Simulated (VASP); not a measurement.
# I (Immm) in VASP: a series of runs, part 3 of 3

VASP 6.6.1.

## Step 5: Relaxation of cell and atoms, r2SCAN, target pressure 32 GPa, at which the enthalpy is minimised

This run uses another cell than the first one, of 23.63 Å³/atom, 1.025 times its volume.

The input, INCAR:

```
SYSTEM = I
PREC = Accurate
ENCUT = 600
EDIFF = 1E-7
ISMEAR = 1
SIGMA = 0.1
LREAL = .FALSE.
LASPH = .TRUE.
NELM = 80
ALGO = Normal
ISIF = 3
LWAVE = .FALSE.
LCHARG = .FALSE.
METAGGA = R2SCAN
LMIXTAU = .TRUE.
IBRION = 2
NSW = 90
EDIFFG = -0.005
PSTRESS = 320.0
```

The input, KPOINTS:

```
regular mesh
0
G
  18 18 18
  0 0 0
```

The input, POSCAR:

```
I                                       
1.0
   -1.4441558747      1.5298886315      2.6742380244
    1.4441558747     -1.5298886315      2.6742380244
    1.4441558747      1.5298886315     -2.6742380244
  I             
     1
Direct
     0.0000000000000000    0.0000000000000000    0.0000000000000000
```

Potentials or basis: VASP PAW PBE potentials, release 64 (I).

Started as:

```console
> cat potpaw_PBE.64/I/POTCAR > POTCAR
> mpirun -np 1 vasp_std > vasp.out
```

OUTCAR:

```text
SYSTEM = I
   PREC = Accurate
   ENCUT = 600
   EDIFF = 1E-7
   ISMEAR = 1
   LREAL = .FALSE.
   LASPH = .TRUE.
   NELM = 80
   ISIF = 3
   METAGGA = R2SCAN
   IBRION = 2
   NSW = 90
   EDIFFG = -0.005
   PSTRESS = 320.0

 ion  position               nearest neighbor table
   1  0.000  0.000  0.000-

  LATTYP: Found a body centered orthorhombic cell.
 ALAT       =     2.8883117494
 B/A-ratio  =     1.0593653070
 C/A-ratio  =     1.8517654993

  Lattice vectors:

 A1 = (  -1.4441558747,   1.5298886315,   2.6742380244)
 A2 = (   1.4441558747,  -1.5298886315,   2.6742380244)
 A3 = (   1.4441558747,   1.5298886315,  -2.6742380244)

Analysis of symmetry for initial positions (statically):
=====================================================================
 Subroutine PRICEL returns:
 Original cell was already a primitive cell.

 Routine SETGRP: Setting up the symmetry group for a
 body centered orthorhombic supercell.

 Subroutine GETGRP returns: Found  8 space group operations
 (whereof  8 operations were pure point group operations)
 out of a pool of  8 trial point group operations.

The static configuration has the point symmetry D_2h.

Analysis of symmetry for dynamics (positions and initial velocities):
=====================================================================
 Subroutine PRICEL returns:
 Original cell was already a primitive cell.

 Routine SETGRP: Setting up the symmetry group for a
 body centered orthorhombic supercell.

 Subroutine GETGRP returns: Found  8 space group operations
 (whereof  8 operations were pure point group operations)
 out of a pool of  8 trial point group operations.

The dynamic configuration has the point symmetry D_2h.

 Subroutine INISYM returns: Found  8 space group operations
 (whereof  8 operations are pure point group operations),
 and found     1 'primitive' translations

----------------------------------------------------------------------------------------

                                     Primitive cell

  volume of cell :      23.6338

  direct lattice vectors                    reciprocal lattice vectors
    -1.444155875  1.529888631  2.674238024     0.000000000  0.326821175  0.186969146
     1.444155875 -1.529888631  2.674238024     0.346223014  0.000000000  0.186969146
     1.444155875  1.529888631 -2.674238024     0.346223014  0.326821175  0.000000000

  length of vectors
     3.402601127  3.402601127  3.402601127     0.376522963  0.393481686  0.476111810

  position of ions in fractional coordinates (direct lattice)
     0.000000000  0.000000000  0.000000000

  ion indices of the primitive-cell ions
   primitive index   ion index
                 1           1

----------------------------------------------------------------------------------------

 KPOINTS: regular mesh

Automatic generation of k-mesh.
[... 100 lines left out ...]
  energy-cutoff  :      600.00
  volume of cell :       23.63
 maximum number of plane-waves:       803
   NGX = 13   NGY = 13   NGZ = 13

--------------------------------------- Ionic step        1  -------------------------------------------

 number of electron       7.0000000 magnetization

 Free energy of the ion-electron system (eV)
  ---------------------------------------------------
  ext. energy  EPLUGINS =         0.00000000
  ---------------------------------------------------
  free energy    TOTEN  =       -23.41533212 eV

  energy without entropy =      -23.41525310  energy(sigma->0) =      -23.41530578

------------------------ aborting loop because EDIFF is reached ----------------------------------------

  FORCE on cell =-STRESS in cart. coord.  units (eV):
  Direction    XX          YY          ZZ          XY          YZ          ZX
  --------------------------------------------------------------------------------------
  -------------------------------------------------------------------------------------
  Total        4.7234916      4.7157792      4.7146015      0.0000000      0.0000000      0.0000000
  in kB      320.2136128    319.6907783    319.6109397      0.0000000      0.0000000      0.0000000
  external PRESSURE =      -0.1615564 kB  Pullay stress =     320.0000000 kB

 VOLUME and BASIS-vectors are now :
 -----------------------------------------------------------------------------
  energy-cutoff  :      600.00
  volume of cell :       23.63
      direct lattice vectors                 reciprocal lattice vectors
    -1.444155875  1.529888631  2.674238024     0.000000000  0.326821175  0.186969146
     1.444155875 -1.529888631  2.674238024     0.346223014  0.000000000  0.186969146
     1.444155875  1.529888631 -2.674238024     0.346223014  0.326821175  0.000000000

 POSITION                                       TOTAL-FORCE (eV/Angst)
 -----------------------------------------------------------------------------------
      0.00000      0.00000      0.00000         0.000000     -0.000000      0.000000
 -----------------------------------------------------------------------------------
    total drift:                                0.000000      0.000000      0.000000

  FREE ENERGIE OF THE ION-ELECTRON SYSTEM (eV)
  ---------------------------------------------------
  free  energy   TOTEN  =       -23.4153321225 eV

  energy  without entropy=      -23.4152530984  energy(sigma->0) =      -23.41530578

  enthalpy is  TOTEN    =       -18.6949915338 eV   P V=        4.7203405886

--------------------------------------- Ionic step        2  -------------------------------------------

 number of electron       7.0000000 magnetization

 Free energy of the ion-electron system (eV)
  ---------------------------------------------------
  ext. energy  EPLUGINS =         0.00000000
  ---------------------------------------------------
  free energy    TOTEN  =       -23.41370472 eV

  energy without entropy =      -23.41363880  energy(sigma->0) =      -23.41368275

 E-fermi :  10.4978     XC(G=0): -11.4694

 val. band max:       10.4953196147   @ k =  -0.2778   0.5000   0.2778
 cond. band min:      10.4995462850   @ k =  -0.2222  -0.3889   0.1667
 fundamental gap:      0.0042266703
 Fermi energy:        10.4977674619

 k-point     1 :       0.0000    0.0000    0.0000
  band No.  band energies     occupation
      1      -7.2000      2.00000
      2      11.3671     -0.00000
      3      12.0329     -0.00000
      4      13.6431      0.00000
      5      18.6511      0.00000
      6      20.1228      0.00000
      7      21.0693      0.00000
[... 221 lines left out ...]
 k-point    24 :      -0.2778    0.0556   -0.0000
  band No.  band energies     occupation
      1      -5.8338      2.00000
      2       6.0700      2.00000
      3       9.8365      2.00000
      4      13.2854      0.00000
      5      16.8807      0.00000
      6      20.9809      0.00000
      7      22.6879      0.00000

 [... further k-points ...]

------------------------ aborting loop because EDIFF is reached ----------------------------------------

  FORCE on cell =-STRESS in cart. coord.  units (eV):
  Direction    XX          YY          ZZ          XY          YZ          ZX
  --------------------------------------------------------------------------------------
  -------------------------------------------------------------------------------------
  Total        4.7204183      4.7222660      4.7195782      0.0000000      0.0000000      0.0000000
  in kB      320.1156796    320.2409818    320.0587083      0.0000000      0.0000000      0.0000000
  external PRESSURE =       0.1384566 kB  Pullay stress =     320.0000000 kB

 VOLUME and BASIS-vectors are now :
 -----------------------------------------------------------------------------
  energy-cutoff  :      600.00
  volume of cell :       23.63
      direct lattice vectors                 reciprocal lattice vectors
    -1.444375406  1.529551977  2.673497616     0.000000000  0.326893108  0.187020926
     1.444375406 -1.529551977  2.673497616     0.346170392  0.000000000  0.187020926
     1.444375406  1.529551977 -2.673497616     0.346170392  0.326893108  0.000000000

 POSITION                                       TOTAL-FORCE (eV/Angst)
 -----------------------------------------------------------------------------------
      0.00000      3.05910      0.00000         0.000000     -0.000000     -0.000000
 -----------------------------------------------------------------------------------
    total drift:                                0.000000      0.000000     -0.000000

  FREE ENERGIE OF THE ION-ELECTRON SYSTEM (eV)
  ---------------------------------------------------
  free  energy   TOTEN  =       -23.4137047221 eV

  energy  without entropy=      -23.4136387984  energy(sigma->0) =      -23.41368275

  enthalpy is  TOTEN    =       -18.6949922734 eV   P V=        4.7187124487

 reached required accuracy - stopping structural energy minimisation
```

Wall time 8.8 min (1 thread of Intel Xeon 6975P-C (Granite Rapids), shared host); peak memory 0.33 GiB.

Results:

* Free energy: -23.4137 eV
* Relaxed volume: 23.63 Å³/atom
* Relaxed cell: a = 3.402 Å, b = 3.402 Å, c = 3.402 Å, α = 129.75°, β = 126.56°, γ = 76.40°
* Space group after relaxing (to 0.05 Å): Immm (No. 71)
* Energy change on relaxing (the enthalpy is what falls): +1.6 meV/atom
* Ionic steps: 2
* Pressure after relaxing: 32.0 GPa
* Band gap on the k mesh: none (metal or under the smearing width)

The path:
```
step  energy change (eV)  largest force (eV/Å)  pressure (GPa)  volume (Å³)
   1              0.0000                0.0000           31.98        23.63
   2              0.0016                0.0000           32.01        23.63
```

Final structure:
```
CELL_PARAMETERS angstrom
-1.44438 1.52955 2.67350
1.44438 -1.52955 2.67350
1.44438 1.52955 -2.67350
ATOMIC_POSITIONS crystal
I 0.00000 0.00000 0.00000
```

Caveat: the cell is relaxed towards a set pressure, so the enthalpy falls and the energy may rise; the PAW data sets were made with another functional, which shifts forces and pressure a little; an odd number of electrons without spin polarisation forces a metal; a magnetic or distorted state may lie lower.

## Step 6: Relaxation of cell and atoms, LDA, target pressure 32 GPa, at which the enthalpy is minimised

The input, INCAR:

```
SYSTEM = I
PREC = Accurate ; ENCUT = 600
EDIFF = 1E-6 ; ISMEAR = 1
SIGMA = 0.1 ; LREAL = .False.
LASPH = .True. ; NELM = 80
ALGO = Normal ; ISIF = 3
LWAVE = .False. ; LCHARG = .False.
GGA = CA ; IBRION = 2
NSW = 90 ; EDIFFG = -0.01
PSTRESS = 320.0
```

The input, KPOINTS:

```
regular mesh
0
Gamma
  18 18 18
  0 0 0
```

The input, POSCAR:

```
I
1.0
   -1.4538500000      1.5166500000      2.6130000000
    1.4538500000     -1.5166500000      2.6130000000
    1.4538500000      1.5166500000     -2.6130000000
I
1
Direct
    0.0000000000      0.0000000000      0.0000000000
```

Potentials or basis: VASP PAW LDA potentials, release 64 (I).

Started as:

```console
> cat potpaw_LDA.64/I/POTCAR > POTCAR
> mpirun -np 1 vasp_std > vasp.out
```

Run time: 15 min. Hardware: 1 thread of Intel Xeon Platinum 8259CL at 2.50GHz (Skylake/Cascade Lake), shared host; peak memory 0.31 GiB.

Results (log left out):

```
Free energy                                            : -1.1133 eV
Relaxed volume                                         : 22.07 Å³/atom
Relaxed cell                                           : a = 3.265 Å, b = 3.265 Å, c = 3.265 Å, α = 125.78°, β = 125.90°, γ = 80.16°
Space group after relaxing (to 0.05 Å)                 : I4/mmm (No. 139)
Energy change on relaxing (the enthalpy is what falls) : +170.9 meV/atom
Ionic steps                                            : 16
Pressure after relaxing                                : 32.0 GPa
Band gap on the k mesh                                 : none (metal or under the smearing width)
```

The path:
```tsv
step	energy change (eV)	largest force (eV/Å)	pressure (GPa)	volume (Å³)
1	0.0000	0.0000	26.80	23.05
2	0.5324	0.0000	46.36	20.64
3	0.1429	0.0000	32.12	22.26
4	0.1466	0.0000	32.26	22.24
5	0.1608	0.0000	32.28	22.15
6	0.1932	0.0000	32.62	21.97
7	0.1886	0.0000	32.53	21.99
8	0.1408	0.0000	30.69	22.23
9	0.1636	0.0000	31.57	22.11
10	0.1854	0.0000	32.50	22.00
11	0.1768	0.0000	32.13	22.04
12	0.1772	0.0000	32.14	22.04
13	0.1689	0.0000	31.88	22.08
14	0.1692	0.0000	31.88	22.08
15	0.1714	0.0000	32.05	22.07
16	0.1709	0.0000	32.01	22.07
```

Final structure:
```
I
1.0
    -1.48781    1.48480    2.49800
     1.48781   -1.48480    2.49800
     1.48781    1.48480   -2.49800
I
1
Direct
  0.00000 0.00000 0.00000
```

Levels at points of the mesh, in eV from the Fermi level:
```csv
k point,band 1,band 2,band 3,band 4,band 5,band 6,band 7
"(0.00, 0.00, 0.00)",-17.64,1.89,2.41,2.47,8.55,10.48,10.48
"(0.50, 0.00, 0.00)",-13.92,-8.75,-0.83,2.21,5.32,9.21,10.31
"(0.00, 0.50, 0.00)",-13.95,-8.75,-0.83,2.25,5.31,9.24,10.33
"(0.50, 0.50, 0.00)",-11.67,-7.46,-3.92,-2.04,2.24,3.32,16.24
"(0.50, 0.50, 0.50)",-13.97,-8.41,-0.85,-0.79,4.55,4.76,21.11
```

Caveat: the cell is relaxed towards a set pressure, so the enthalpy falls and the energy may rise; an odd number of electrons without spin polarisation forces a metal; a magnetic or distorted state may lie lower.

## Step 7: Relaxation of cell and atoms, LDA, target pressure 32 GPa, at which the enthalpy is minimised

This run uses another cell than the first one, of 22.07 Å³/atom, 0.958 times its volume.

The input, INCAR:

```
SYSTEM = I
PREC = Accurate ; ENCUT = 600
EDIFF = 1E-7 ; ISMEAR = 1
SIGMA = 0.1 ; LREAL = .False.
LASPH = .True. ; NELM = 80
ALGO = Normal ; ISIF = 3
LWAVE = .False. ; LCHARG = .False.
GGA = CA ; IBRION = 2
NSW = 90 ; EDIFFG = -0.005
PSTRESS = 320.0
```

KPOINTS is that of step 6.

The input, POSCAR:

```
I                                       
1.0
   -1.4878124429      1.4848008056      2.4979988644
    1.4878124429     -1.4848008056      2.4979988644
    1.4878124429      1.4848008056     -2.4979988644
  I             
     1
Direct
     0.0000000000000000    0.0000000000000000    0.0000000000000000
```

Started as:

```console
> cat potpaw_LDA.64/I/POTCAR > POTCAR
> mpirun -np 1 vasp_std > vasp.out
```

It took 4.2 min on 1 thread of Intel Xeon Platinum 8259CL at 2.50GHz (Skylake/Cascade Lake), shared host; peak memory 0.3 GiB.

Results (log left out):

* Free energy: -1.1143 eV
* Relaxed volume: 22.08 Å³/atom
* Relaxed cell: a = 3.265 Å, b = 3.265 Å, c = 3.265 Å, α = 125.83°, β = 125.88°, γ = 80.13°
* Space group after relaxing (to 0.05 Å): I4/mmm (No. 139)
* Energy change on relaxing (the enthalpy is what falls): -1.1 meV/atom
* Ionic steps: 4
* Pressure after relaxing: 32.0 GPa
* Band gap on the k mesh: none (metal or under the smearing width)

The path:
```tsv
step	energy change (eV)	largest force (eV/Å)	pressure (GPa)	volume (Å³)
1	0.0000	0.0000	32.01	22.07
2	-0.0009	0.0000	31.98	22.08
3	-0.0017	0.0000	31.96	22.08
4	-0.0011	0.0000	31.98	22.08
```

Final structure:
```xyz
1
Lattice="-1.4868 1.4856 2.4990 1.4868 -1.4856 2.4990 1.4868 1.4856 -2.4990" Properties=species:S:1:pos:R:3 pbc="T T T"
I     0.0000    0.0000    0.0000
```

Levels at points of the mesh, in eV from the Fermi level:
| k point | band 1 | band 2 | band 3 | band 4 | band 5 | band 6 | band 7 |
| --- | --- | --- | --- | --- | --- | --- | --- |
| (0.00, 0.00, 0.00) | -17.64 | 1.88 | 2.43 | 2.45 | 8.55 | 10.44 | 10.47 |
| (0.50, 0.00, 0.00) | -13.93 | -8.75 | -0.83 | 2.23 | 5.31 | 9.22 | 10.29 |
| (0.00, 0.50, 0.00) | -13.94 | -8.75 | -0.84 | 2.24 | 5.31 | 9.23 | 10.32 |
| (0.50, 0.50, 0.00) | -11.67 | -7.46 | -3.93 | -2.04 | 2.24 | 3.32 | 16.22 |
| (0.50, 0.50, 0.50) | -13.98 | -8.40 | -0.83 | -0.80 | 4.55 | 4.76 | 21.11 |

Caveat: the cell is relaxed towards a set pressure, so the enthalpy falls and the energy may rise; an odd number of electrons without spin polarisation forces a metal; a magnetic or distorted state may lie lower.

## Step 8: Overview

```tsv
level	potentials or basis	gap on the mesh (eV)	pressure (GPa)
PBEsol	VASP PAW PBE potentials, release 64 (I)	none	32.0
r2SCAN	VASP PAW PBE potentials, release 64 (I)	none	32.0
LDA	VASP PAW LDA potentials, release 64 (I)	none	32.0
```

Alike in all rows: task relaxation of cell and atoms; no spin polarisation; cell relaxed to 32 GPa; k mesh 18 × 18 × 18; cutoff (eV) 600; smearing methfessel-paxton 0.1 eV.

Caveats: the cell is relaxed towards a set pressure, so the enthalpy falls and the energy may rise; an odd number of electrons without spin polarisation forces a metal; a magnetic or distorted state may lie lower; the PAW data sets were made with another functional, which shifts forces and pressure a little (some runs).

Total energies depend on the potentials used, so only differences within one code and one set of settings carry meaning.
